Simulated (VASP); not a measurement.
Write the native input for VASP 6.6.1 that does the following.

```yaml
Task: relaxation of cell and atoms
Functional: PBEsol
Potentials_or_basis: VASP PAW PBE potentials, release 64 (Au, Cu)
Cutoff: 600 eV
k_mesh: 10 × 10 × 10
Occupations: fermi-dirac, width 0.05 eV
Spin: no spin polarisation
Ladder: gaps
Further_INCAR_settings: ALGO = Normal; EDIFF = 1e-06; IBRION = 2; EDIFFG = -0.02; NSW = 40; ISIF = 3
```

The structure of CuAu lies in POSCAR:

```
CuAu
1.0
    1.4430568479      0.8331492596      4.2561707609
   -1.4430568479      0.8331492596      4.2561707609
    0.0000000000     -1.6662985192      4.2561707609
Au Cu
1 1
Direct
    0.0000000000      0.0000000000      0.0000000000
    0.5000000000      0.5000000000      0.5000000000
```

The cell comes from a database or a generator and needn't be the stable form of this composition.

The input as run:

INCAR

```
SYSTEM = CuAu
ALGO = Normal ; EDIFF = 1E-6
EDIFFG = -0.02 ; ENCUT = 600
GGA = PS ; IBRION = 2
ISIF = 3 ; ISMEAR = -1
LASPH = .True. ; LCHARG = .False.
LREAL = .False. ; LWAVE = .False.
NELM = 80 ; NSW = 40
PREC = Accurate ; SIGMA = 0.05
```

KPOINTS

```
k-points
0
Gamma
  10 10 10
  0 0 0
```

Potentials or basis: VASP PAW PBE potentials, release 64 (Au, Cu).

Launch:

```bash
$ cat potpaw_PBE.64/Au/POTCAR potpaw_PBE.64/Cu/POTCAR > POTCAR
$ mpirun -np 1 vasp_std > vasp.out
```

It gave:

```
Relaxed volume                         : 14.53 Å³/atom
Relaxed cell                           : a = 4.480 Å, b = 4.480 Å, c = 4.480 Å, α = 36.91°, β = 36.91°, γ = 36.91°
Space group after relaxing (to 0.05 Å) : R-3m (No. 166)
Energy gained by relaxing              : 21.2 meV/atom
Ionic steps                            : 4
Pressure after relaxing                : 0.1 GPa
Band gap on the k mesh                 : none (metal or under the smearing width)
```

Caveat: the PAW data sets were made with another functional, which shifts forces and pressure a little.

Wall time 2.7 min on 1 thread of Intel(R) Xeon(R) 6975P-C (Granite Rapids), on a shared host, peak memory 0.33 GiB.
